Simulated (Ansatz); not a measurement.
Input and output of a field-response calculation (clamped ions) on ZnO in the rocksalt structure (Ansatz 0.2.0, PBE). The geometry is the r2SCAN minimum.

```yaml
crystal:
  lattice:
    - [0.0, 2.1337703972, 2.1337703972]
    - [2.1337703972, 0.0, 2.1337703972]
    - [2.1337703972, 2.1337703972, 0.0]
  atoms:
    - { symbol: Zn, position: [0.0, 0.0, 0.0] }
    - { symbol: O, position: [0.5, 0.5, 0.5] }
kpoints:
  mp_grid: { grid: [8, 8, 8] }
hamiltonian:
  xc: pbe
scf:
  occupations: { method: fixed }
dielectric: {}
```

In the abridged output below, numbers in square brackets stand for lines, or ends of lines, that were taken out.
```
Pseudopotential: Zn, paw, valence charge 12, recommended cutoff 420 eV (normal)
Pseudopotential: O, paw, valence charge 6, recommended cutoff 420 eV (normal)
Functional definition: PBE
Crystal: 2 atoms, lattice volume = 19.430 Å³
Basis set: ecut = 420 eV, 339 PW (Γ)
Bands: 13, of which v1, the nominal top of the filled ones, is band 9 counted from 1 (8 counted from 0)
Symmetry: 48 space group operations
k-points: 59 of 512 (irreducible under 8 space group operations, time reversal used)
Free energy (F): -3886.520513 eV
Fermi energy:    10.196727 eV
--- Per-component energies (eV) ---
  E_band       = 83.198270
  E_kinetic    = 306.991310
  E_local      = -1702.560385
  E_nonlocal   = 669.854347
  E_hartree    = 699.019272
  E_xc         = -210.201787
  E_vxc        = -145.352283
  E_paw        = -1992.548527
  E_vpaw       = -443.775232
  E_ewald      = -1657.076649
--- Dielectric response (ions clamped): 3 representative field directions + reference, inside a basis on a mesh of 512 k-points ---
  ε∞ (high-frequency dielectric tensor):
[1]
  Born effective charges Z* (e; rows j = field, columns β = displacement):
    site 0:
[2]
    site 1:
[3]
  ε∞ is read to err by 1.5e-2, Z* by 1.4e-2 e
```

Problem. What stood in the gaps? They hold the Born charges, ε∞ (with the ionic part, where printed).

Solution.
```
[1]
        5.353352     0.000000     0.000000
        0.000000     5.353352     0.000000
        0.000000     0.000000     5.353352
[2]
         2.41540    0.00000    0.00000
         0.00000    2.41540    0.00000
         0.00000    0.00000    2.41540
[3]
        -2.41540    0.00000    0.00000
         0.00000   -2.41540    0.00000
         0.00000    0.00000   -2.41540
```

Command: `ansatz run input.yaml --threads 2 --pin off --max-ram 2211MiB --backend cpu --events-out ev --progress --plain --runs-dir out`.

Spin-unpolarised throughout. Whether this structure exists isn't addressed.
